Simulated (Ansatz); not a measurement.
## How far PBE and r2SCAN part for ZnTe, uniaxial strain ε_yy = −5.35 %

Take ZnTe in the zinc blende structure (space group F-43m, No. 216; a = 6.179 Å) as the base. Axes: x, y, z lie along the cube axes.

(Cell as relaxed with PBE.)

Levels (all Ansatz, a quantum-chemistry and plane-wave program, PAW, earlier PAW set): PBE (420 eV, scalar-relativistic without spin-orbit coupling); r2SCAN (500 eV, without spin-orbit coupling).

Each level relaxes its own structure.

```json
[
 {"base": "volume per atom", "PBE": "29.49 Å³", "r2SCAN": "28.58 Å³"},
 {"base": "lattice parameter a", "PBE": "6.179 Å", "r2SCAN": "6.115 Å"},
 {"base": "band gap", "PBE": "1.07 eV", "r2SCAN": "1.78 eV"}
]
```

Perturbation: the cell is compressed by 5.35 % along y with no lateral relaxation, atoms relaxed at fixed cell.

| quantity | PBE | r2SCAN |
|---|---|---|
| stress (xx, yy, zz, yz, xz, xy; compression positive) | (2.19, 3.61, 2.19, 0.00, 0.00, 0.00) GPa | ? |
| valence-band top at Γ (three highest levels, from the VBM) | 0.00, -0.19, -0.19 eV | ? |
| energy relative to the base (free energy F) | +17 meV/atom | ? |

Question: Given the PBE results, estimate those of r2SCAN.

Answer: 
- stress (xx, yy, zz, yz, xz, xy; compression positive), r2SCAN: (2.53, 4.09, 2.53, 0.00, 0.00, 0.00) GPa
- valence-band top at Γ (three highest levels, from the VBM), r2SCAN: 0.00, -0.20, -0.20 eV
- energy relative to the base (free energy F), r2SCAN: +19 meV/atom

PBE's energy relative to the base lies 1.7 meV/atom below r2SCAN's. Neither level is exact; r2SCAN is the comparison here, not a measurement.

Spin-orbit coupling, missing from the scalar runs, can matter with Te. No phonon test of stability was made.
